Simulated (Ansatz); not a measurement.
## GePt: competing structures

The calculation used Ansatz 0.2.0, DFT r2SCAN, scalar-relativistic, plane waves, PAW. All cells share a 500 eV cutoff and Γ-centred k meshes spaced at most 0.3 Å⁻¹ (0.19 for metals, 2π included).

Temperature and zero-point effects are left out. Larger cells and other orderings weren't all tried, so the list isn't exhaustive. For metals, differences of a few meV/atom aren't resolved. Spin–orbit coupling is left out. No run is spin-polarised.

```csv
#,started from,space group,atoms,V (Å³/atom),ΔE (meV/atom),gap on mesh (eV)
1,database cell,Pnma (No. 62),8,16.4,0,0.00
2,caesium chloride type,Pm-3m (No. 221),2,15.8,450,0.00
```

The lowest structure: Space group Pnma (No. 62), orthorhombic, a = 5.776 Å, b = 3.708 Å, c = 6.133 Å. Ge is coordinated by 6 Pt at 2.48–2.68 Å and 2 Ge at 3.04 Å (next Ge at 3.52 Å); Pt is coordinated by 6 Ge at 2.48–2.68 Å and 4 Pt at 2.97–3.01 Å. Its energy against the elements is -0.47 eV/atom. The zero of energy is the lowest elemental structures computed at the same level; no fitted shifts are applied.

```xyz
8
Lattice="5.7755 0.0000 0.0000 0.0000 3.7076 0.0000 0.0000 0.0000 6.1333" Properties=species:S:1:pos:R:3 pbc="T T T"
Ge    4.6964    2.7807    3.5977
Ge    1.0791    0.9269    2.5356
Ge    3.9669    0.9269    0.5311
Ge    1.8087    2.7807    5.6023
Pt    0.0159    2.7807    1.1873
Pt    5.7596    0.9269    4.9461
Pt    2.8719    0.9269    4.2539
Pt    2.9037    2.7807    1.8794
```

The second: Space group Pm-3m (No. 221), cubic, a = 3.158 Å. Ge is coordinated by 8 Pt at 2.74 Å and 6 Ge at 3.16 Å; around Pt lie 8 Ge at 2.74 Å and 6 Pt at 3.16 Å.